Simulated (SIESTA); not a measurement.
Runs of SIESTA 5.4.2 on SnO2 (Cassiterite). Symmetry: P4_2/mnm, No. 136, tetragonal system. The conventional cell has a = 4.738 Å, b = 4.738 Å, c = 3.187 Å, α = 90.00°, β = 90.00°, γ = 90.00°. Sn (site symmetry mmm) is surrounded by 6 O at 2.05 to 2.06 Å. O (site symmetry m2m) has 3 Sn at 2.05 to 2.06 Å as nearest neighbours. 

```tsv
task	level	potentials or basis	energy shift	gap on the mesh (eV)	pressure (GPa)	largest force (eV/Å)
band structure	AM05	PseudoDojo 0.4 standard (PBEsol files), DZP (energy shift 0.002 Ry)	0.002 Ry	0.87	(a)	0.21
band structure	PBE	PseudoDojo 0.5 standard (PBE files), DZP (energy shift 0.002 Ry)	0.002 Ry	0.95	18.9	0.30
band structure	PBE	PseudoDojo 0.4 stringent (PBE files), DZP (energy shift 0.002 Ry)	0.002 Ry	1.26	13.3	0.20
band structure	PBE	PseudoDojo 0.4 standard (PBE files), TZ (energy shift 0.005 Ry)	0.005 Ry	0.88	15.5	(c)
single point	PBEsol	PseudoDojo 0.4 standard (PBEsol files), DZP (energy shift 0.003 Ry; two zetas on semicore shells)	0.003 Ry	0.93	11.2	(b)
band structure	AM05	PseudoDojo 0.4 standard (PBEsol files), DZP (energy shift 0.003 Ry; two zetas on semicore shells)	0.003 Ry	0.94	11.6	0.20
band structure	BLYP	PseudoDojo 0.4 standard (PBE files), DZP (energy shift 0.003 Ry; two zetas on semicore shells)	0.003 Ry	1.03	24.0	0.36
band structure	vdW-DF-cx	PseudoDojo 0.4 standard (PBE files), DZP (energy shift 0.003 Ry; two zetas on semicore shells)	0.003 Ry	0.96	13.3	0.28
band structure	LDA	PseudoDojo 0.4 standard (LDA files), DZP (energy shift 0.002 Ry)	0.002 Ry	0.84	6.3	0.16
band structure	PBEsol	PseudoDojo 0.4 standard (PBEsol files), DZP (energy shift 0.002 Ry)	0.002 Ry	0.86	12.3	0.23
band structure	xPBE	PseudoDojo 0.4 standard (PBE files), DZP (energy shift 0.002 Ry)	0.002 Ry	1.00	21.2	0.32
band structure	RPBE	PseudoDojo 0.4 standard (PBE files), DZP (energy shift 0.002 Ry)	0.002 Ry	1.07	22.4	0.32
```

Alike in all rows: no spin polarisation; cell as given; k mesh 6 × 6 × 8; smearing fermi-dirac 0.05 eV; grid cutoff 800 Ry.

Q: Fill in the values left out.

A: (a) 12.7; (b) 0.22; (c) 0.31.

Caveats: spin-orbit coupling is left out, which moves the levels of the heavy elements; the basis of atomic orbitals isn't converged, which shifts pressures, moduli and gaps; semicore shells carry a single zeta, which can move pressures by several GPa and volumes by a few percent (some runs); the potentials were made for another functional, which shifts forces and pressure (some runs); so large a pressure means that the cell lies far from this level's equilibrium, or that cutoff or potentials fall short (some runs); the valence orbitals were made in a potential fitted to the semicore shell under them, which widens gaps by tenths of an eV or more (some runs); the basis has no polarisation orbitals (some runs).

A k mesh can miss the band edges, and the runs leave out spin-orbit coupling on Sn.

Not every run made on this cell is shown here.
